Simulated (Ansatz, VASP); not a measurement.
## NaF (Villiaumite) in two plane-wave programs

Wanted: the spread between two codes on one cell, functional and k mesh.

Calculated with Ansatz 0.2.0; plane waves, with VASP 6.6.1 beside it; relaxation of cell and atoms at PBE with D3(BJ).

The database entry behind the starting cell differs from later determinations by our own check (0.1 to 0.3 % short, probably kX units), so it need not match the best structure at ambient conditions.

## Step 1: The structure

The structure is cubic, space group Fm-3m (No. 225). The conventional cell has a = 4.620 Å, b = 4.620 Å, c = 4.620 Å, α = 90.00°, β = 90.00°, γ = 90.00°. Nearest to Na lie 6 F at 2.31 Å. F has 6 Na at 2.31 Å nearest. Farther neighbours and most contacts between anions are not listed.

## Step 2: Ansatz: relaxation of cell and atoms, PBE with D3(BJ)

Ansatz runs on its default PAW (the set named soft_2) files.

The relaxed volume is the usual yardstick between codes: its relative difference is about their pressure difference at one cell divided by the bulk modulus.

input.yaml

```yaml
crystal:
  lattice:
    - [0.0, 2.31, 2.31]
    - [2.31, 0.0, 2.31]
    - [2.31, 2.31, 0.0]
  atoms:
    - { symbol: Na, position: [0.0, 0.0, 0.0] }
    - { symbol: F, position: [0.5, 0.5, 0.5] }
hamiltonian:
  xc: pbe
  pseudopotentials: { kind: paw }
  dispersion: d3bj
kpoints:
  mp_grid: { grid: [10, 10, 10] }
scf:
  occupations: { method: fermi_dirac, width: 0.05 }
relax:
  f_tol: 0.01
  max_steps: 60
  cell: { stress_tol: 0.05 }
output:
  forces: true
  stress: true
```

Run with:

```console
ansatz run input.yaml --threads 4 --pin off --max-ram 9216MiB --backend cpu --events-out ev --progress --plain --runs-dir out
```

Numbers of over 12 decimals in the logs are rounded to 6 here.

What it wrote:

```text
Engine: ansatz 0.2.0, x86_64-unknown-linux-gnu
Pseudopotentials: kind: paw
Pseudopotential: Na, paw, valence charge 9, recommended cutoff 420 eV (normal), Na.paw.azcp
Pseudopotential: F, paw, valence charge 7, recommended cutoff 420 eV (normal), F.paw.azcp
Functional definition: PBE
  parameter kappa = 0.804
  parameter beta = 0.066725
  exchange = pbe_x(kappa = kappa, mu = beta*pi^2/3)
  correlation = pbe_c(beta = beta)
Crystal: 2 atoms, lattice volume = 24.653 Å³
Basis set: ecut = 420 eV, 531 PW (Γ), exchange–correlation on 48×48×48 points (8 copies of the dense FFT grid, shifted against one another)
Bands: 12, of which v1, the nominal top of the filled ones, is band 8 counted from 1 (7 counted from 0)
Symmetry: 48 space group operations
Space group: Fm-3m (ITA 225), of the structure as read, at distance tolerance 2.9e-5 Å
k-points: 47 of 1000
Non-local potential: Na, projectors of the file, l = 0: 3, l = 1: 2, l = 2: 1
Non-local potential: F, projectors of the file, l = 0: 2, l = 1: 2, l = 2: 1
PAW form: soft (Blöchl's): semilocal exchange-correlation on the pseudo side does not see the compensation charge
PAW one-centre angular grid: Na, 110 points (default); XC on 64 Gauss nodes
PAW one-centre angular grid: F, 110 points (default); XC on 64 Gauss nodes
Initial density: superposition of atomic densities (neutral atoms: chi_scale 0, normalization atom), corrected by the library's trained network
Initial wavefunctions: pseudopotential atomic-orbital guess
Functional: x = pbe(κ = 0.804, μ = 0.219515), c = pbe(β = 0.066725)
SCF iter   1: F=—  HF=-2297.771815 eV  |F-HF|=—  |Δ(HF+E_count)|=         —  Δρ=7.85e-4  dr2=1.02e-4  ethr=1.77e-3  ⟨swp⟩=5.3  Hψ=3159  notcnv=0
preconditioner: auto → none  [insulator: Δε(μ)=6.360 eV  Ē_g=26.480 eV  σ=0.050 eV  W_gap=1.00  n_scr=8 (ndim 8)  ℏωp=28.0 eV  f_vac=0.108  D(μ)=0.00/eV (n_scr^D=0)  ε∞_Penn≈2.1]
SCF iter   2: F=—  HF=-2297.771471 eV  |F-HF|=—  |Δ(HF+E_count)|=   3.44e-4  Δρ=1.10e-3  dr2=1.71e-4  ethr=6.38e-7  ⟨swp⟩=2.1  Hψ=1329  notcnv=0
SCF iter   3: F=—  HF=-2297.771437 eV  |F-HF|=—  |Δ(HF+E_count)|=   3.38e-5  Δρ=3.73e-4  dr2=1.70e-5  ethr=6.38e-7  ⟨swp⟩=2.0  Hψ=689  notcnv=0
SCF iter   4: F=—  HF=-2297.771402 eV  |F-HF|=—  |Δ(HF+E_count)|=   3.57e-5  Δρ=5.28e-5  dr2=2.99e-7  ethr=1.07e-7  ⟨swp⟩=3.0  Hψ=940  notcnv=0
SCF iter   5: F=—  HF=-2297.771403 eV  |F-HF|=—  |Δ(HF+E_count)|=   1.28e-6  Δρ=5.11e-5  dr2=4.37e-7  ethr=1.87e-9  ⟨swp⟩=2.0  Hψ=893  notcnv=0
SCF iter   6: F=-2297.771403 eV  HF=-2297.771403 eV  |F-HF|=4.03e-8  |Δ(HF+E_count)|=   1.17e-7  Δρ=1.62e-5  dr2=4.50e-8  ethr=6.25e-10  ⟨swp⟩=2.5  Hψ=1835  notcnv=0
SCF 1 converged in 6 iterations: F = -2297.771403 eV  dr2 = 4.50e-8
  greatest PAW one-centre occupation: 0.999 electrons in one spin orbital (limit 2), on the Na atom at site 0 (counted from 0), in its partial waves of l = 0
relax step   1: F+E_penalty+E_count = -2297.77140268 eV  Δ(F+E_penalty+E_count) = +0.000e0 eV  max|allowed force component| = 1.080e-29 eV/Å  Δτ_max = 0.0000 Å  P = +0.282 GPa  Ω = 24.653 Å³  (6 SCF iters, dr2 threshold 1.00e-7 eV, accepted)
[...]
relax step   2: F+E_penalty+E_count = -2297.77133187 eV  Δ(F+E_penalty+E_count) = +7.081e-5 eV  max|allowed force component| = 4.733e-30 eV/Å  Δτ_max = 0.0000 Å  P = +0.171 GPa  Ω = 24.701 Å³  energy of the carried Pulay correction = -1.388e-4 eV  (4 SCF iters, dr2 threshold 1.98e-7 eV, accepted)
[...]
relax step   3: F+E_penalty+E_count = -2297.77115644 eV  Δ(F+E_penalty+E_count) = +1.754e-4 eV  max|allowed force component| = 1.322e-29 eV/Å  Δτ_max = 0.0000 Å  P = -0.001 GPa  Ω = 24.775 Å³  energy of the carried Pulay correction = -3.536e-4 eV  (5 SCF iters, dr2 threshold 7.30e-8 eV, accepted)
[...]
relax step   4: F+E_penalty+E_count = -2297.77158421 eV  Δ(F+E_penalty+E_count) = -4.278e-4 eV  max|allowed force component| = 1.340e-29 eV/Å  Δτ_max = 0.0000 Å  P = +0.031 GPa  Ω = 24.775 Å³  stress off target by 3.15e-2 GPa  SCF on the basis re-selected at this cell (its energy is not comparable with the rows above)  (7 SCF iters)
basis re-selected at this cell: Δ(F+E_penalty+E_count) = -4.278e-4 eV, ΔP = +0.033 GPa vs the last step (what re-selecting the basis moved, of the pressure what is left beyond the Pulay correction that the steps carried, after the strain that the cell walked since its last selection, with what the two solves' SCF thresholds leave and, on support functions, any second-order correction that the steps lacked; it is no m [...]
SCF converged after 7 iterations
Free energy (F): -2297.771584 eV
Harris-Foulkes:  -2297.771584 eV  (|F-HF|=3.18e-12)
Internal energy: -2297.771584 eV  (E = F + TS)
E sigma→0 (E₀):  -2297.771584 eV
Fermi energy:    4.314287 eV
--- Per-component energies (eV) ---
  E_band       = -232.912323
  E_kinetic    = 329.310887
  E_local      = -1690.234899  (includes V_loc(G=0)·N_el)
  E_nonlocal   = 188.723671
  E_hartree    = 599.597146
  E_xc         = -120.223417
  E_vxc        = -154.216878  (∫ρ·V_xc dr)
  E_paw        = -463.649482  (= ΣΔE_a)
  E_vpaw       = -105.691381  (= ΣTr[D̂ρ^β])
  E_aug_tail   = 0.002009  (compensation charges beyond the density's cutoff)
  E_ewald      = -1140.948713
  E_disp       = -0.348786  (pairwise vdW)
  E_smearing   = -0.000000  (= −TS)
  E_closure    = 0.000000  (closes the sum)
  Σ components = -2297.771584   (vs F -2297.771584, Δ=0.00e0)
--- Forces (eV/Å), atoms counted from 1 ---
  atom   1  Na    -0.00000000     0.00000000    -0.00000000
  atom   2  F      0.00000000    -0.00000000     0.00000000
  max |Σ_I F_I| component: 2.58e-29 eV/Å
--- Stress (GPa, compression-positive) ---
        0.031473      -0.000000      -0.000000
       -0.000000       0.031473      -0.000000
       -0.000000      -0.000000       0.031473
  P = ⅓ Tr σ = 0.0315 GPa (0.315 kbar)
--- Relaxed structure (3 steps of the walk, 3 accepted, 1 SCFs on fresh bases) ---
  F+E_penalty+E_count = -2297.77158421 eV   max|allowed force component| = 1.340e-29 eV/Å   (the final SCF, on the basis selected at the relaxed cell)
  cell:  # Å, volume = 24.7754 Å³
    - [0, 2.313823, 2.313823]
    - [2.313823, 0, 2.313823]
    - [2.313823, 2.313823, 0]
  atoms:
    - { symbol: Na, position: [0, 0, 0] }
    - { symbol: F, position: [0.5, 0.5, 0.5] }
```

Run time: 0.5 s. Hardware: 4 threads of AMD EPYC 9R45, shared host; peak memory 0.35 GiB; 1.4 s of CPU time.

## Step 3: VASP: relaxation of cell and atoms, PBE with D3(BJ)

The same cell, functional, mesh and smearing now go to VASP, with its own data sets and cutoff.

Lines of VASP's logs that name or quote its potential files are left out, and so is its time.

INCAR

```
SYSTEM = NaF
PREC = Accurate
ENCUT = 560
EDIFF = 1E-06
NELM = 100
ISMEAR = -1
SIGMA = 0.05
LREAL = .FALSE.
ALGO = Normal
GGA = PE
IVDW = 12
NBANDS = 13
LORBIT = 11
LWAVE = .FALSE.
LCHARG = .FALSE.
KPAR = 2
IBRION = 2
NSW = 60
ISIF = 3
EDIFFG = -0.01
```

POSCAR

```
NaF
1.0
    0.0000000000      2.3100000000      2.3100000000
    2.3100000000      0.0000000000      2.3100000000
    2.3100000000      2.3100000000      0.0000000000
Na F
1 1
Direct
    0.0000000000      0.0000000000      0.0000000000
    0.5000000000      0.5000000000      0.5000000000
```

KPOINTS

```
Automatic mesh
0
Gamma
10 10 10
0 0 0
```

PAW data sets: Na_pv and F (PBE family, release 64).

Run with:

```console
mpirun -np 2 vasp_std
```

What it wrote:

```text
[banner, memory and clock lines left out]
running    2 mpi-ranks, on    1 nodes
 distrk:  each k-point on    1 cores,    2 groups
 distr:  one band on    1 cores,    1 groups

 POSCAR found type information on POSCAR NaF
 POSCAR found :  2 types and       2 ions
 LDA part: xc-table for (Slater+PW92), standard interpolation
 POSCAR, INCAR and KPOINTS ok, starting setup
 FFT: planning ... GRIDC
 FFT: planning ... GRID_SOFT
 FFT: planning ... GRID
 WAVECAR not read
 entering main loop
       N       E                     dE             d eps       ncg     rms          rms(c)
DAV:   1     0.116055781293E+03    0.11606E+03   -0.82432E+03  1237   0.138E+03
DAV:   2    -0.340776993544E+01   -0.11946E+03   -0.11008E+03  1322   0.376E+02
DAV:   3    -0.940151364437E+01   -0.59937E+01   -0.59801E+01  1527   0.774E+01
DAV:   4    -0.945162565150E+01   -0.50112E-01   -0.50110E-01  1327   0.762E+00
DAV:   5    -0.945216101536E+01   -0.53536E-03   -0.53536E-03  1517   0.784E-01    0.542E+00
DAV:   6    -0.856665453910E+01    0.88551E+00   -0.32663E+00  1437   0.161E+01    0.182E+00
DAV:   7    -0.855650438366E+01    0.10150E-01   -0.28456E-02  1232   0.217E+00    0.105E+00
DAV:   8    -0.855783603749E+01   -0.13317E-02   -0.28727E-02  1232   0.361E+00    0.141E-01
DAV:   9    -0.855852703914E+01   -0.69100E-03   -0.40371E-03  1457   0.617E-01    0.113E-01
DAV:  10    -0.855844170655E+01    0.85333E-04   -0.67235E-04  1232   0.320E-01    0.142E-02
DAV:  11    -0.855843975801E+01    0.19485E-05   -0.22504E-05  1377   0.717E-02    0.242E-03
DAV:  12    -0.855844004169E+01   -0.28368E-06   -0.13267E-06  1332   0.145E-02
   1 F= -.89089226E+01 E0= -.89089226E+01  d E =-.890892E+01
 curvature:   0.00 expect dE= 0.000E+00 dE for cont linesearch  0.000E+00
 trial: gam= 0.00000 g(F)=  0.115E-59 g(S)=  0.560E-04 ort = 0.000E+00 (trialstep = 0.100E+01)
 search vector abs. value=  0.560E-04
 bond charge predicted
       N       E                     dE             d eps       ncg     rms          rms(c)
DAV:   1    -0.855973909183E+01   -0.12993E-02   -0.92783E-03  1482   0.147E+00    0.181E-01
DAV:   2    -0.855925816676E+01    0.48093E-03   -0.16864E-03  1502   0.417E-01    0.490E-02
DAV:   3    -0.855922884258E+01    0.29324E-04   -0.75094E-05  1392   0.182E-01    0.250E-02
DAV:   4    -0.855921415280E+01    0.14690E-04   -0.97701E-06  1497   0.108E-01    0.439E-03
DAV:   5    -0.855921301828E+01    0.11345E-05   -0.15076E-06   847   0.186E-02    0.110E-03
DAV:   6    -0.855921283360E+01    0.18468E-06   -0.23710E-07   626   0.796E-03
   2 F= -.89089681E+01 E0= -.89089681E+01  d E =-.454914E-04
 trial-energy change:   -0.000045  1 .order   -0.000040   -0.000056   -0.000025
 step:   1.3422(harm=  1.7948)  dis= 0.00000  next Energy=    -8.908973 (dE=-0.499E-04)
 reached required accuracy - stopping structural energy minimisation
```

OUTCAR, selected parts (step 3):

```text
ion  position               nearest neighbor table
   1  0.000  0.000  0.000-   2 2.31   2 2.31   2 2.31   2 2.31   2 2.31   2 2.31
   2  0.500  0.500  0.500-   1 2.31   1 2.31   1 2.31   1 2.31   1 2.31   1 2.31

  LATTYP: Found a face centered cubic cell.
 ALAT       =     4.6200000000

 Subroutine GETGRP returns: Found 48 space group operations
 (whereof 48 operations were pure point group operations)

The static configuration has the point symmetry O_h .

 Found     47 irreducible k-points:

   k-points           NKPTS =     47   k-points in BZ     NKDIM =     47   number of bands    NBANDS=     13

   dimension x,y,z NGX =    28 NGY =   28 NGZ =   28
   dimension x,y,z NGXF=    56 NGYF=   56 NGZF=   56

   ENCUT  =  560.0 eV  41.16 Ry    6.42 a.u.   6.30  6.30  6.30*2*pi/ulx,y,z

   NELECT =      14.0000    total number of electrons

 k-points in reciprocal lattice and weights: Automatic mesh
   0.00000000  0.00000000  0.00000000       0.001
   0.10000000  0.00000000  0.00000000       0.008
   0.20000000  0.00000000  0.00000000       0.008
   0.30000000  0.00000000  0.00000000       0.008
   0.40000000  0.00000000  0.00000000       0.008
   0.50000000  0.00000000  0.00000000       0.004
   0.10000000  0.10000000  0.00000000       0.006
   0.20000000  0.10000000  0.00000000       0.024
   0.30000000  0.10000000  0.00000000       0.024
[...]
-0.30000000  0.40000000  0.20000000       0.024
  -0.30000000  0.50000000  0.20000000       0.012

 Edisp (eV)   -0.35048

 average (electrostatic) potential at core
       1 -46.8327       2 -77.3976

 E-fermi :  -0.8746

 k-point     1 :       0.0000    0.0000    0.0000
  band No.  band energies     occupation
    ...
      3     -20.9790      2.00000
      4     -20.9790      2.00000
      5      -2.0538      2.00000
      6      -2.0538      2.00000
      7      -2.0538      2.00000
      8       4.2843      0.00000
      9      16.9736      0.00000
     10      16.9736      0.00000
     11      16.9736      0.00000
     12      19.8521      0.00000
    ...

 k-point     2 :       0.1000    0.0000    0.0000
  band No.  band energies     occupation
    ...
      3     -20.9801      2.00000
      4     -20.8208      2.00000
      5      -2.2523      2.00000
      6      -2.0791      2.00000
      7      -2.0791      2.00000
      8       4.6439      0.00000
      9      15.6925      0.00000
     10      17.1315      0.00000
     11      17.1315      0.00000
     12      21.2924      0.00000
    ...

 k-point     3 :       0.2000    0.0000    0.0000
  band No.  band energies     occupation
    ...
      3     -20.9833      2.00000
      4     -20.5911      2.00000
      5      -2.7089      2.00000
      6      -2.1445      2.00000
      7      -2.1445      2.00000
      8       5.5703      0.00000
      9      13.9333      0.00000
     10      17.5287      0.00000
     11      17.5287      0.00000
     12      21.0078      0.00000
    ...

 Edisp (eV)   -0.34976

  Total       0.01231     0.01231     0.01231     0.00000    -0.00000     0.00000
  in kB       0.79873     0.79873     0.79873     0.00000    -0.00000     0.00000
  external pressure =        0.80 kB  Pullay stress =        0.00 kB

  energy-cutoff  :      560.00
  volume of cell :       24.70
      direct lattice vectors                 reciprocal lattice vectors
     0.000000000  2.311549485  2.311549485    -0.216305125  0.216305125  0.216305125
     2.311549485 -0.000000000  2.311549485     0.216305125 -0.216305125  0.216305125
     2.311549485  2.311549485  0.000000000     0.216305125  0.216305125 -0.216305125

 POSITION                                       TOTAL-FORCE (eV/Angst)
 -----------------------------------------------------------------------------------
      2.31155     -0.00000      2.31155        -0.000000      0.000000     -0.000000
      2.31155      2.31155      2.31155         0.000000     -0.000000      0.000000
 -----------------------------------------------------------------------------------
    total drift:                                0.000000      0.000000      0.000000

  FREE ENERGIE OF THE ION-ELECTRON SYSTEM (eV)
  ---------------------------------------------------
  free  energy   TOTEN  =        -8.9089680594 eV

  energy  without entropy=       -8.9089680594  energy(sigma->0) =       -8.90896806

 reached required accuracy - stopping structural energy minimisation

 total charge
# of ion       s       p       d       tot
------------------------------------------
    1        0.051   5.996   0.000   6.046
    2        1.726   4.384   0.000   6.110
--------------------------------------------------
tot          1.776  10.380   0.000  12.156

[... 3 further parts left out ...]
```

## Step 4: Side by side

Known differences besides the potentials themselves: both relaxations stop at a tolerance, which leaves soft axes loose, and VASP keeps its plane-wave basis; the data sets hold 16 valence electrons in Ansatz (default PAW (the set named soft_2) files) and 14 in VASP; the cutoff is 420 eV in Ansatz and 560 eV in VASP; VASP leaves aspherical gradient terms in its spheres out (LASPH is not set), Ansatz keeps them; Ansatz adds a Pulay correction to the stress that steers its cell, VASP none. Total energies have different zeros and are not compared.

The two programs side by side:

| quantity | Ansatz | VASP | difference |
| --- | --- | --- | --- |
| volume (Å³) | 24.78 | 24.70 | +0.30 % |
| edge a after relaxation, in the typed setting (Å) | 3.272 | 3.269 | +0.10 % |

The walks stopped with 0.03 GPa left in Ansatz and 0.08 GPa in VASP; each walk ends within a tolerance, so the volume difference is uncertain by about these residues over the bulk modulus, most in soft cells.

## Step 5: Summary of results

* difference in volume (relaxation of cell and atoms, PBE with D3(BJ)): 0.30 %

The difference in volume is 0.30 % (relaxation of cell and atoms, PBE with D3(BJ)), within the 1.2 % picked in this series as the mark of a large difference, as far as the stopping tolerances let one tell. How closely two codes agree says nothing of how well the functional describes the real material.

[Lines on the potential files, build, host, timing and source positions are cut from VASP's logs without a mark.]

[Logs are printed without paths, hosts, clocks, repeated set-up lines and the standing remarks that a program may print on its own settings, such as how far it seeks lower states.]

[Hosts, paths, dates, database ids (printed as entryN), source tags and the programs' standing remarks are cut or masked in the printed files.]
